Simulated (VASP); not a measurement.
Set up this calculation in VASP 6.6.1, as the native input.

| Quantity | Value |
| --- | --- |
| Task | relaxation of cell and atoms |
| Functional | PBE |
| Dispersion | D3(BJ) |
| Potentials or basis | VASP PAW PBE potentials, release 64 (Pt, Se) |
| Cutoff | 520 eV |
| k mesh | 9 × 9 × 6 |
| Occupations | gaussian, width 0.02 eV |
| Spin | no spin polarisation |
| Further INCAR settings | ALGO = Normal; EDIFF = 1e-07; AMIX = 0.2; IBRION = 2; EDIFFG = -0.002; NSW = 80; ISIF = 3 |

The structure of PtSe2 lies in POSCAR:

```
PtSe2                                   
1.0
    3.7693303101     -0.0000000000      0.0000000000
   -1.8846651551      3.2643358000      0.0000000000
   -0.0000000000     -0.0000000000      4.8248536451
  Pt              Se            
     1     2
Direct
     0.0000000000000000    0.0000000000000000    0.0000000000000000
     0.3333333300000021    0.6666666699999979    0.2657824290167689
     0.6666666699999979    0.3333333300000021    0.7342175709832314
```

These files were run (other wordings do the same):

INCAR

```
SYSTEM = PtSe2
  PREC = Accurate
  ENCUT = 520
  EDIFF = 1E-7
  ISMEAR = 0
  SIGMA = 0.02
  LREAL = .False.
  LASPH = .True.
  NELM = 100
  ALGO = Normal
  ISIF = 3
  LWAVE = .False.
  LCHARG = .False.
  GGA = PE
  IVDW = 12
  IBRION = 2
  NSW = 80
  EDIFFG = -0.002
  AMIX = 0.2
```

KPOINTS

```
regular mesh
0
Gamma
  9 9 6
  0 0 0
```

Potentials or basis: VASP PAW PBE potentials, release 64 (Pt, Se).

Run with:

```bash
$ cat potpaw_PBE.64/Pt/POTCAR potpaw_PBE.64/Se/POTCAR > POTCAR
$ mpirun -np 1 vasp_std > vasp.out
```

Results of the run:

```json
{
  "Energy gained by relaxing": "0.0 meV/atom",
  "Ionic steps": "2",
  "Pressure after relaxing": "0.0 GPa",
  "Band gap on the k mesh": "none (metal or under the smearing width)",
  "Dispersion energy per atom": "-0.490 eV"
}
```

Caveat: pairwise dispersion overbinds metals, which lowers pressure and volume.

It took 31 s on 1 thread of AMD EPYC 9R45 96-Core Processor (Zen 5), with other jobs on the host, peak memory 0.19 GiB.
